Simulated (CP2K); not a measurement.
The system is Nb.

```
CELL_PARAMETERS angstrom
2.99106 0.00000 0.00000
1.49553 2.59034 0.00000
1.49553 0.86345 2.44219
ATOMIC_POSITIONS crystal
Nb 0.00000 0.00000 0.00000
```

This isn't the form of Nb at room conditions, which is bcc.

Base run:

* Program: CP2K 2026.2
* Functional: vdW-DF-cx
* Potentials or basis: POTENTIAL_UZH Nb GTH-PBE-q13; TZVP-MOLOPT-PBE-GTH basis
* Density cutoff: 9184 eV
* k mesh: 11 × 11 × 11
* Occupations: fermi-dirac, width 0.05 eV
* Spin: no spin polarisation

Its results: band gap on the k mesh none (metal or under the smearing width); pressure -5.5 GPa.

**Question.** The run is repeated on the same cell with these changes: functional from vdW-DF-cx to PBE. What comes out?

**Answer.** Band gap on the k mesh none (metal or under the smearing width); pressure -0.9 GPa.

Caveats: the basis of atomic orbitals isn't converged, which shifts pressures, moduli and gaps; the potentials were made for another functional, which shifts forces and pressure (some runs).
